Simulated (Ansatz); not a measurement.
BAs: pressure as volume per atom varies

Results calculated with Ansatz 0.2.0, not measured. Density functional stress and forces at fixed atoms, pressure and stress positive in compression, spin-unpolarised plane waves.

Cell of the first row (space group F-43m, No. 216):
```
cell vectors (Å)
   0.0000     2.2675     2.2675
   2.2675     0.0000     2.2675
   2.2675     2.2675     0.0000
atoms (fractions of the cell vectors)
B   0.00000  0.00000  0.00000
As  0.25000  0.25000  0.25000
```

Settings of every row: periodic directions 3; functional PBE; spin orbit no; potentials PAW; wave cutoff 420 eV; k mesh 10x10x10; smearing width 0.02 eV.

| row | volume per atom (Å³) | pressure (GPa) |
| --- | --- | --- |
| 1 | 11.658 | 33.11 |
| 2 | 12.396 | 19.08 |
| 3 | 12.489 | 17.57 |
| 4 | 13.022 | 9.86 |
| 5 | 13.342 | 5.91 |
| 6 | 13.48 | 4.35 |
| 7 | 14.099 | -1.77 |
| 8 | 14.326 | -3.69 |
| 9 | 14.953 | -8.21 |
| 10 | 15.027 | -8.68 |
| 11 | 16.013 | ? |

Question: what pressure should row 11 give?

Worked fit of pressure. Take u = (V_r/V)^(2/3) − 1 with V_r = 13.411 Å³ an atom, which is twice the finite (Eulerian) strain; such expansions in the strain, on which the Birch-Murnaghan equation of state is built, carry the rest volume and the bulk modulus. The shown rows have u = 0.09789, 0.05387, 0.04863, 0.01982, 0.00344, -0.00342, -0.0328, -0.04305, -0.06999, -0.07304. Least squares give pressure = 5.119 + 228.059 × u + 559.58 × u² + 323.7 × u³ GPa; a parabola predicts inner rows, each left out in turn, worse (root mean square 0.049 against 0.0029 GPa). All shown rows lie on it to the printed digit. The pressure vanishes at u = -0.0238, or V = 13.9 Å³ an atom, and there the bulk modulus with atoms relaxed is B = −V dP/dV = (2/3)(1 + u) dP/du = 131 GPa. The withheld row has u = -0.1115, so the fit gives 5.119 + 228.059 × (-0.1115) + 559.58 × (-0.1115)² + 323.7 × (-0.1115)³ = -13.80 GPa.

The calculation gave -13.79 GPa. The fit lies 0.01 GPa (0.021 % of the column's range) below it, one unit of the last digit. This row lies beyond the range of the fit.
